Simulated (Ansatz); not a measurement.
# ZrSi3: a trial structure relaxed, part 2 of 2

The task: take a trial cell of ZrSi3 to zero force and stress.

Ansatz 0.2.0; DFT PBE, scalar-relativistic, plane waves, PAW. The steps go on from the part before.

## 5. Final relaxation

The end of the coarse run is made exact in the group found at a tolerance of 0.06 Å and reduced to its primitive cell.

Input file input.yaml:

```yaml
crystal:
  lattice:
    - [0.0, 3.2566493776, 3.2566493776]
    - [3.2566493776, 0.0, 3.2566493776]
    - [3.2566493776, 3.2566493776, 0.0]
  atoms:
    - { symbol: Zr, position: [0.0, 0.0, 0.0] }
    - { symbol: Si, position: [0.25, 0.25, 0.25] }
    - { symbol: Si, position: [0.5, 0.5, 0.5] }
    - { symbol: Si, position: [0.75, 0.75, 0.75] }
basis:
  ecutwfc: 420
kpoints:
  mp_grid: { grid: [12, 12, 12] }
hamiltonian:
  xc: pbe
scf:
  occupations: { method: gaussian, width: 0.1 }
output:
  forces: true
  stress: true
  eigenvalues: true
  write_density: true
  write_potential: true
  elf: true
  volumetric_format: npy
relax:
  adjacent_minimum: "off"
  f_tol: 0.01
  max_steps: 80
  cell: { stress_tol: 0.05 }
```

The run is started by

```
$ ansatz run input.yaml --threads 1 --pin off --max-ram 2048MiB --backend cpu --events-out ev --progress --plain --runs-dir out
```

The program printed:

```text
Warning: RAYON_NUM_THREADS=1 ignored (pool sized by the plan → 1); use --threads N
Engine: ansatz 0.2.0, aarch64-unknown-linux-gnu
Pseudopotentials: kind: paw
Pseudopotential: Zr, paw, valence charge 12, recommended cutoff 420 eV (normal), Zr.paw.azcp
Pseudopotential: Si, paw, valence charge 4, recommended cutoff 420 eV (normal), Si.paw.azcp
Functional definition: PBE
  parameter kappa = 0.804
  parameter beta = 0.06672455060314922
  exchange = pbe_x(kappa = kappa, mu = beta*pi^2/3)
  correlation = pbe_c(beta = beta)
Crystal: 4 atoms, lattice volume = 69.079 Å³
Basis set: ecut = 420 eV, 1363 PW (Γ), exchange–correlation on 64×64×64 points (8 copies of the dense FFT grid, shifted against one another)
Bands: 16, of which v1, the nominal top of the filled ones, is band 12 counted from 1 (11 counted from 0)
Symmetry: 48 space group operations
Space group: Fm-3m (ITA 225), of the structure as read, at distance tolerance 4.1e-5 Å
k-points: 72 of 1728
Non-local potential: Zr, projectors of the file, l = 0: 3, l = 1: 2, l = 2: 2, l = 3: 2
Non-local potential: Si, projectors of the file, l = 0: 2, l = 1: 2, l = 2: 2
PAW form: soft (Blöchl's): semilocal exchange-correlation on the pseudo side does not see the compensation charge
PAW one-centre angular grid: Zr, 590 points (default); XC on 64 Gauss nodes
PAW one-centre angular grid: Si, 110 points (default); XC on 64 Gauss nodes
Initial density: superposition of atomic densities (neutral atoms: chi_scale 0, normalization atom), corrected by the library's trained network
Initial wavefunctions: pseudopotential atomic-orbital guess
Functional: x = pbe(κ = 0.804, μ = 0.2195149727645171), c = pbe(β = 0.06672455060314922)
SCF iter   1: F=—  HF=-6090.185919 eV  |F-HF|=—  |Δ(HF+E_count)|=         —  Δρ=2.26e-3  dr2=3.39e-3  ethr=1.77e-3  ⟨swp⟩=5.5  Hψ=6482  notcnv=0
preconditioner: auto → Kerker (q_TF=auto, 2.288 Å⁻¹)  [metal: Δε(μ)=0.048 eV  Ē_g=5.917 eV  σ=0.100 eV  W_gap=0.26  n_scr=14 (ndim 8)  ℏωp=17.9 eV  f_vac=0.000  D(μ)=3.42/eV (n_scr^D=26)]
SCF iter   2: F=—  HF=-6090.186223 eV  |F-HF|=—  |Δ(HF+E_count)|=   3.04e-4  Δρ=1.25e-3  dr2=8.69e-4  ethr=1.41e-5  ⟨swp⟩=1.4  Hψ=1931  notcnv=0
SCF iter   3: F=—  HF=-6090.186528 eV  |F-HF|=—  |Δ(HF+E_count)|=   3.04e-4  Δρ=1.95e-4  dr2=2.28e-5  ethr=3.62e-6  ⟨swp⟩=2.0  Hψ=1646  notcnv=0
SCF iter   4: F=—  HF=-6090.186514 eV  |F-HF|=—  |Δ(HF+E_count)|=   1.32e-5  Δρ=5.64e-5  dr2=2.63e-6  ethr=9.49e-8  ⟨swp⟩=2.2  Hψ=1968  notcnv=0
iter 5 did not close the SCF: its close was put off for the readings that it lacked (scf_convergence_deferred on its scf_iter line)
SCF iter   5: F=-6090.186514 eV  HF=-6090.186514 eV  |F-HF|=5.46e-8  |Δ(HF+E_count)|=   4.33e-7  Δρ=1.06e-5  dr2=9.02e-8  ethr=1.10e-8  ⟨swp⟩=2.1  Hψ=1692  notcnv=0
SCF iter   6: F=-6090.186514 eV  HF=-6090.186514 eV  |F-HF|=9.82e-11  |Δ(HF+E_count)|=   6.10e-9  Δρ=1.72e-6  dr2=1.00e-9  ethr=3.76e-10  ⟨swp⟩=5.9  Hψ=6926  notcnv=0
SCF 1 converged in 6 iterations: F = -6090.186514 eV  dr2 = 1.00e-9
relax step   1: F+E_penalty+E_count = -6090.18651388 eV  Δ(F+E_penalty+E_count) = +0.000e0 eV  max|allowed force component| = 1.064e-16 eV/Å  Δτ_max = 0.0000 Å  P = -1.156 GPa  Ω = 69.079 Å³  (6 SCF iters, dr2 threshold 1.00e-7 eV, accepted)
Crystal: 4 atoms, lattice volume = 67.552 Å³
Initial density: handed on by an earlier stage of this run
Initial wavefunctions: those handed on with the density
iter 1 solved again at ethr=1.38e-5 eV; its pass at ethr=3.10e-3 eV (dr2=3.32e-3 eV) is discarded
SCF iter   1: F=—  HF=-6090.189249 eV  |F-HF|=—  |Δ(HF+E_count)|=         —  Δρ=1.36e-3  dr2=3.45e-3  ethr=1.38e-5  ⟨swp⟩=1.5  Hψ=6830  notcnv=0
preconditioner: auto → Kerker (q_TF=auto, 2.296 Å⁻¹)  [metal: Δε(μ)=0.017 eV  Ē_g=6.003 eV  σ=0.100 eV  W_gap=0.10  n_scr=14 (ndim 8)  ℏωp=18.1 eV  f_vac=0.000  D(μ)=3.30/eV (n_scr^D=26)]
SCF iter   2: F=—  HF=-6090.188571 eV  |F-HF|=—  |Δ(HF+E_count)|=   6.78e-4  Δρ=4.77e-4  dr2=3.19e-4  ethr=1.38e-5  ⟨swp⟩=2.1  Hψ=1410  notcnv=0
SCF iter   3: F=—  HF=-6090.188469 eV  |F-HF|=—  |Δ(HF+E_count)|=   1.02e-4  Δρ=1.52e-4  dr2=1.83e-5  ethr=1.33e-6  ⟨swp⟩=2.2  Hψ=1522  notcnv=0
SCF iter   4: F=-6090.188460 eV  HF=-6090.188460 eV  |F-HF|=9.86e-8  |Δ(HF+E_count)|=   8.46e-6  Δρ=1.98e-5  dr2=2.11e-7  ethr=1.67e-9  ⟨swp⟩=7.7  Hψ=9340  notcnv=0
SCF 2 converged in 4 iterations: F = -6090.188460 eV  dr2 = 2.11e-7
relax step   2: F+E_penalty+E_count = -6090.18846002 eV  Δ(F+E_penalty+E_count) = -1.946e-3 eV  max|allowed force component| = 3.608e-16 eV/Å  Δτ_max = 0.0000 Å  P = +0.836 GPa  Ω = 67.552 Å³  energy of the carried Pulay correction = +2.656e-4 eV  (4 SCF iters, dr2 threshold 4.00e-7 eV, accepted)
Crystal: 4 atoms, lattice volume = 68.184 Å³
iter 1 solved again at ethr=2.62e-6 eV; its pass at ethr=3.10e-3 eV (dr2=6.29e-4 eV) is discarded
SCF iter   1: F=—  HF=-6090.190115 eV  |F-HF|=—  |Δ(HF+E_count)|=         —  Δρ=5.78e-4  dr2=6.32e-4  ethr=2.62e-6  ⟨swp⟩=2.5  Hψ=7024  notcnv=0
preconditioner: auto → Kerker (q_TF=auto, 2.293 Å⁻¹)  [metal: Δε(μ)=0.040 eV  Ē_g=5.975 eV  σ=0.100 eV  W_gap=0.22  n_scr=14 (ndim 8)  ℏωp=18.0 eV  f_vac=0.000  D(μ)=3.37/eV (n_scr^D=26)]
SCF iter   2: F=—  HF=-6090.189991 eV  |F-HF|=—  |Δ(HF+E_count)|=   1.24e-4  Δρ=1.99e-4  dr2=5.59e-5  ethr=2.62e-6  ⟨swp⟩=2.0  Hψ=1406  notcnv=0
SCF iter   3: F=—  HF=-6090.189962 eV  |F-HF|=—  |Δ(HF+E_count)|=   2.90e-5  Δρ=6.26e-5  dr2=3.36e-6  ethr=2.33e-7  ⟨swp⟩=2.1  Hψ=1450  notcnv=0
SCF iter   4: F=-6090.189961 eV  HF=-6090.189961 eV  |F-HF|=2.95e-8  |Δ(HF+E_count)|=   1.55e-6  Δρ=8.73e-6  dr2=4.95e-8  ethr=1.67e-9  ⟨swp⟩=9.4  Hψ=8877  notcnv=0
SCF 3 converged in 4 iterations: F = -6090.189961 eV  dr2 = 4.95e-8
relax step   3: F+E_penalty+E_count = -6090.18996052 eV  Δ(F+E_penalty+E_count) = -1.500e-3 eV  max|allowed force component| = 3.146e-16 eV/Å  Δτ_max = 0.0000 Å  P = -0.013 GPa  Ω = 68.184 Å³  energy of the carried Pulay correction = +1.549e-4 eV  (4 SCF iters, dr2 threshold 4.00e-7 eV, accepted)
Initial wavefunctions: pseudopotential atomic-orbital guess (no wavefunctions were taken with the density)
iter 1 solved again at ethr=1.18e-8 eV; its pass at ethr=3.10e-3 eV (dr2=2.83e-6 eV) is discarded
SCF iter   1: F=—  HF=-6090.189825 eV  |F-HF|=—  |Δ(HF+E_count)|=         —  Δρ=1.24e-5  dr2=5.33e-8  ethr=1.18e-8  ⟨swp⟩=3.0  Hψ=10199  notcnv=0
preconditioner: auto → Kerker (q_TF=auto, 2.293 Å⁻¹)  [metal: Δε(μ)=0.011 eV  Ē_g=5.973 eV  σ=0.100 eV  W_gap=0.06  n_scr=14 (ndim 8)  ℏωp=18.0 eV  f_vac=0.000  D(μ)=3.35/eV (n_scr^D=26)]
SCF iter   2: F=—  HF=-6090.189814 eV  |F-HF|=—  |Δ(HF+E_count)|=   1.15e-5  Δρ=6.86e-6  dr2=1.55e-8  ethr=2.22e-10  ⟨swp⟩=2.6  Hψ=1767  notcnv=0
SCF iter   3: F=—  HF=-6090.189814 eV  |F-HF|=—  |Δ(HF+E_count)|=   9.85e-9  Δρ=8.89e-7  dr2=4.85e-10  ethr=6.46e-11  ⟨swp⟩=2.1  Hψ=1723  notcnv=0
SCF iter   4: F=-6090.189814 eV  HF=-6090.189814 eV  |F-HF|=1.09e-11  |Δ(HF+E_count)|=  1.49e-10  Δρ=1.90e-7  dr2=1.01e-11  ethr=1.00e-12  ⟨swp⟩=4.1  Hψ=5742  notcnv=0
SCF 4 converged in 4 iterations: F = -6090.189814 eV  dr2 = 1.01e-11
relax step   4: F+E_penalty+E_count = -6090.18981362 eV  Δ(F+E_penalty+E_count) = +1.469e-4 eV  max|allowed force component| = 4.487e-16 eV/Å  Δτ_max = 0.0000 Å  P = -0.016 GPa  Ω = 68.184 Å³  stress off target by 1.58e-2 GPa  SCF on the basis re-selected at this cell (its energy is not comparable with the rows above)  (4 SCF iters)
basis re-selected at this cell: Δ(F+E_penalty+E_count) = +1.469e-4 eV, ΔP = -0.003 GPa vs the last step (what re-selecting the basis moved, of the pressure what is left beyond the Pulay correction that the steps carried, after the strain that the cell walked since its last selection, with what the two solves' SCF thresholds leave and, on support functions, any second-order correction that the steps lacked; it is no measure of the basis error at this ecutwfc). This SCF's stress stands 1.58e-2 GPa from its target on what of the cell is left free (relax.cell.stress_tol is 5.00e-2 GPa) and its largest allowed force component is 4.49e-16 eV/Å (relax.f_tol is 1.00e-2 eV/Å): within both
SCF converged after 4 iterations
Free energy (F): -6090.189814 eV
Harris-Foulkes:  -6090.189814 eV  (|F-HF|=1.09e-11)
Internal energy: -6090.173051 eV  (E = F + TS)
E sigma→0 (E₀):  -6090.181432 eV
Entropy (-TS):   -0.016763 eV (-4.191 meV/atom)
Fermi energy:    11.410411 eV
--- Per-component energies (eV) ---
  E_band       = -56.466878
  E_kinetic    = 454.132196
  E_local      = -795.965719  (includes V_loc(G=0)·N_el)
  E_nonlocal   = 157.687398
  E_hartree    = 273.609230
  E_xc         = -328.888644
  E_vxc        = -333.307369  (∫ρ·V_xc dr)
  E_paw        = -4490.651929  (= ΣΔE_a)
  E_vpaw       = -86.231861  (= ΣTr[D̂ρ^β])
  E_aug_tail   = 0.000050  (compensation charges beyond the density's cutoff)
  E_ewald      = -1360.095633
  E_smearing   = -0.016763  (= −TS)
  E_closure    = 0.000000  (closes the sum)
  Σ components = -6090.189814   (vs F -6090.189814, Δ=0.00e0)
--- Forces (eV/Å), atoms counted from 1 ---
  atom   1  Zr    -0.00000000    -0.00000000     0.00000000
  atom   2  Si    -0.00000000     0.00000000     0.00000000
  atom   3  Si     0.00000000    -0.00000000     0.00000000
  atom   4  Si     0.00000000    -0.00000000    -0.00000000
  max |Σ_I F_I| component: 6.48e-17 eV/Å
--- Stress (GPa, compression-positive) ---
       -0.015772      -0.000000      -0.000000
       -0.000000      -0.015772      -0.000000
       -0.000000      -0.000000      -0.015772
  P = ⅓ Tr σ = -0.0158 GPa (-0.158 kbar)
--- Band table (eV; the first three rows and the last of 72) ---
  k-point 0: bands = ["-37.3690", "-15.4704", "-15.4704", "-15.4704", "-0.6832", "7.1840", "7.5800", "7.5800", "7.5800", "9.3514", "9.7209", "9.7209", "9.7209", "10.9350", "10.9350", "14.2923"]
  k-point 1: bands = ["-37.3689", "-15.4734", "-15.4708", "-15.4708", "-0.6051", "6.4260", "7.5822", "7.5822", "8.0955", "8.8425", "9.5117", "9.5117", "10.7152", "11.3010", "11.3010", "13.7637"]
  k-point 2: bands = ["-37.3687", "-15.4816", "-15.4718", "-15.4718", "-0.3742", "5.4775", "7.5561", "7.5561", "7.6894", "9.2719", "9.2719", "9.5628", "11.9777", "12.0034", "12.0034", "12.8679"]
  k-point 71: bands = ["-37.3672", "-15.4995", "-15.4995", "-15.4862", "2.6513", "3.1839", "3.1839", "5.7307", "9.0496", "9.0496", "11.2221", "11.3422", "11.8126", "13.3872", "14.2164", "14.2164"]
--- Relaxed structure (3 steps of the walk, 3 accepted, 1 SCFs on fresh bases) ---
  F+E_penalty+E_count = -6090.18981362 eV   max|allowed force component| = 4.487e-16 eV/Å   (the final SCF, on the basis selected at the relaxed cell)
  cell:  # Å, volume = 68.1844 Å³
    - [-1.0205671913543804e-34, 3.242537571498789, 3.242537571498789]
    - [3.242537571498789, -3.789682949466095e-34, 3.242537571498789]
    - [3.242537571498789, 3.242537571498789, -4.300712937530916e-34]
  atoms:
    - { symbol: Zr, position: [-2.6034751275126013e-34, 1.8950465213867234e-34, 2.164557404152003e-34] }
    - { symbol: Si, position: [0.24999999999999997, 0.24999999999999997, 0.24999999999999997] }
    - { symbol: Si, position: [0.49999999999999994, 0.49999999999999994, 0.49999999999999994] }
    - { symbol: Si, position: [0.7499999999999999, 0.7499999999999999, 0.7499999999999999] }
```

It took 23 s on 1 thread of Arm Neoverse V1, shared host; peak memory 0.39 GiB.

The steps of the relaxation:

| step | E - E(step 1) (eV/cell) | largest force component (eV/Å) | pressure (GPa) | volume (Å³) |
| --- | --- | --- | --- | --- |
| 1 | 0.0000 | 0.0000 | -1.16 | 69.08 |
| 2 | -0.0019 | 0.0000 | 0.84 | 67.55 |
| 3 | -0.0034 | 0.0000 | -0.01 | 68.18 |
| 4 | -0.0033 | 0.0000 | -0.02 | 68.18 |

Step 1 is the start. Step 4 repeats the geometry before it on a plane-wave basis chosen anew for that cell, so its energy need not be comparable with the rows above.

Lengths and angles in the start's conventional setting:

|  | before | after | change |
| --- | --- | --- | --- |
| a (Å) | 6.513 | 6.485 | -0.4 % |
| b (Å) | 6.513 | 6.485 | -0.4 % |
| c (Å) | 6.513 | 6.485 | -0.4 % |
| volume (Å³/atom) | 17.27 | 17.05 | -1.3 % |
| shortest distance (Å) | 2.820 | 2.808 | -0.4 % |
| space group (0.01 Å) | Fm-3m | Fm-3m | same |

The run keeps the 48 symmetry operations of the start, so it could not have lowered the symmetry.

The maps below are laid out on this run's own conventional cell (a, b, c = 6.485, 6.485, 6.485 Å).

Density in a lattice plane of the grid's cell (edges 6.49 and 6.49 Å, at 0.000 of the third edge), which holds Zr and Si.

Ten even steps from '0' (0.06 e/Å³) to '9' (3.85 e/Å³):
```
997200000000000000000279
653100000000000000000135
110000000000000000000001
000000000000000000000000
000000000000000000000000
000000000000000000000000
000000000001110000000000
000000000135653100000000
000000000279997200000000
000000000389698300000000
000000000279997200000000
000000000135653100000000
000000000001110000000000
000000000000000000000000
000000000000000000000000
000000000000000000000000
110000000000000000000001
653100000000000000000135
997200000000000000000279
698300000000000000000389
```
Columns run along the first of these edges and rows up along the second, over one cell in 24 and 20 even steps from the bottom left corner. Atoms in the plane (fractional): Zr at (0.00, 0.00), Zr at (0.50, 0.50), Si at (0.00, 0.50), Si at (0.50, 0.00).

ELF in the same plane.

Ten even steps from '0' (0.00) to '9' (0.78):
```
689711257976667975212798
997312346888788864321379
432123334678887643332123
011233333455655433333211
222333433322222333433322
655433333211011233333455
887643332123432123334678
788864321379997312346888
667975211798689721257976
976885212894049821258867
667975212798689711257976
788864321379997312346888
887643332123432123334678
655433333211011233333455
222333433322222333433322
011233333455655433333211
432123334678887643332123
997312346888788864321379
689721257976667975211798
049821258867976885212894
```
Columns run along the first of these edges and rows up along the second, over one cell in 24 and 20 even steps from the bottom left corner. Atoms in the plane (fractional): Zr at (0.00, 0.00), Zr at (0.50, 0.50), Si at (0.00, 0.50), Si at (0.50, 0.00).

Both are smooth fields of the valence electrons: close to the nuclei they are not physical.

Outside the cores ELF peaks at 0.80 on the Si–Zr line, 1.0 Å from Si; 0.72 in the shell around Si, 0.8 Å from Si.

## 6. Summary of results

What follows sums up all 2 parts. Changes of volume or cell count from the first structure of part 1.

```
                              quantity                                                                      value
symmetry at the end (tolerance 0.05 Å)                                                space group Fm-3m (No. 225)
                     conventional cell  a = 6.485 Å, b = 6.485 Å, c = 6.485 Å, α = 90.00°, β = 90.00°, γ = 90.00°
                                volume                                                              17.05 Å³/atom
              energy over the elements                                                              +0.27 eV/atom
                       gap on the mesh                                                               none (metal)
```

In words: The space group Fm-3m (No. 225) is kept, and the volume per atom shrinks by 13.1 % from the first guess. With a positive formation energy it can't be a ground state. No finished test with a distortion of lower symmetry is shown, so the end may be a saddle point. Other magnetic orders were not searched.
